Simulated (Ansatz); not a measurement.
# ZrS2: the cost of one run

Program: Ansatz 0.2.0. Level of theory: DFT PBE+D3(BJ), scalar-relativistic, plane waves, PAW. These are calculated values, not measurements.

3 further runs of the same task are left out: 3 set aside as unsound or not needed.

## 1. Starting point

It takes space group P-3m1 (No. 164, trigonal). Conventional cell: a = 3.635 Å, b = 3.635 Å, c = 5.720 Å, α = 90.00°, β = 90.00°, γ = 120.00°. Zr (site symmetry -3m) is surrounded by 6 S at 2.56 Å. S (site symmetry 3m) has 3 Zr at 2.56 Å as nearest neighbours.

Coordinates:

```cif
data_structure
_symmetry_space_group_name_H-M 'P 1'
_symmetry_Int_Tables_number 1
_cell_length_a 3.6346
_cell_length_b 3.6346
_cell_length_c 5.7202
_cell_angle_alpha 90.000
_cell_angle_beta 90.000
_cell_angle_gamma 120.000
_cell_volume 65.44
loop_
_atom_site_label
_atom_site_type_symbol
_atom_site_fract_x
_atom_site_fract_y
_atom_site_fract_z
_atom_site_occupancy
Zr1 Zr 0.00000 0.00000 0.00000 1
S1 S 0.33333 0.66667 0.25533 1
S2 S 0.66667 0.33333 0.74467 1
```

It is the result of an earlier relaxation at this level (volume 21.81 Å³/atom; gap on the mesh: 0.66 eV).

## 2. The cell under 50 GPa

At a set pressure the run lowers the enthalpy E + PV, so the energy alone may rise along the way.

The input, input.yaml:

```yaml
crystal:
  lattice:
    - [3.6346067953, 0.0, 0.0]
    - [-1.8173033976, 3.1476618175, 0.0]
    - [0.0, 0.0, 5.7202132794]
  atoms:
    - { symbol: Zr, position: [0.0, 0.0, 0.0] }
    - { symbol: S, position: [0.3333333333, 0.6666666667, 0.2553325933] }
    - { symbol: S, position: [0.6666666667, 0.3333333333, 0.7446674067] }
basis:
  ecutwfc: 420
kpoints:
  mp_grid: { grid: [12, 12, 6] }
hamiltonian:
  xc: pbe
  dispersion: d3bj
scf:
  occupations: { method: fixed }
output:
  forces: true
  stress: true
  eigenvalues: true
relax:
  adjacent_minimum: "off"
  f_tol: 0.001
  max_steps: 60
  cell: { stress_tol: 0.02, p_target: 50.0 }
```

Launch:

```console
$ ansatz run input.yaml --threads 1 --pin off --max-ram 3072MiB --backend cpu --events-out ev --progress --plain --runs-dir out
```

Q: Estimate wall time and peak memory on 1 thread of Intel Xeon at 2.70GHz, shared host.

About 80 s, with a peak of 0.44 GiB.
